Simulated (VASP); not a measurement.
Write the native input for VASP 6.6.1 that does the following.

| Item | Value |
| --- | --- |
| Task | relaxation of cell and atoms |
| Functional | PBE |
| Potentials or basis | VASP PAW PBE potentials, release 64 (Al) |
| Cutoff | 600 eV |
| k mesh | 11 × 11 × 11 |
| Occupations | fermi-dirac, width 0.05 eV |
| Spin | no spin polarisation |
| Further INCAR settings | ALGO = Fast; EDIFF = 1e-06; IBRION = 2; EDIFFG = -0.005; NSW = 60; ISIF = 3 |

The structure of Al lies in POSCAR:

```
Al
1.0
    0.0000000000      2.0248050000      2.0248050000
    2.0248050000      0.0000000000      2.0248050000
    2.0248050000      2.0248050000      0.0000000000
Al
1
Direct
    0.0000000000      0.0000000000      0.0000000000
```

The input as run:

INCAR

```
PREC = Accurate ; ENCUT = 600
EDIFF = 1E-6 ; ISMEAR = -1
SIGMA = 0.05 ; LREAL = F
LASPH = T ; NELM = 60
ALGO = Fast ; ISIF = 3
LWAVE = F ; LCHARG = F
GGA = PE ; IBRION = 2
NSW = 60 ; EDIFFG = -0.005
```

KPOINTS

```
Automatic mesh
0
Gamma
  11 11 11
```

Potentials or basis: VASP PAW PBE potentials, release 64 (Al).

Launch:

```console
$ cat potpaw_PBE.64/Al/POTCAR > POTCAR
$ mpirun -np 1 vasp_std > vasp.out
```

It gave:

* Relaxed volume: 16.51 Å³/atom
* Relaxed cell: a = 2.858 Å, b = 2.858 Å, c = 2.858 Å, α = 60.00°, β = 60.00°, γ = 60.00°
* Space group after relaxing (to 0.05 Å): Fm-3m (No. 225)
* Energy gained by relaxing: 0.1 meV/atom
* Ionic steps: 3
* Pressure after relaxing: 0.0 GPa
* Band gap on the k mesh: none (metal or under the smearing width)

Wall time 7.5 s on 1 thread of Intel(R) Xeon(R) Platinum 8488C (Sapphire Rapids) (shared host), peak memory 0.13 GiB.
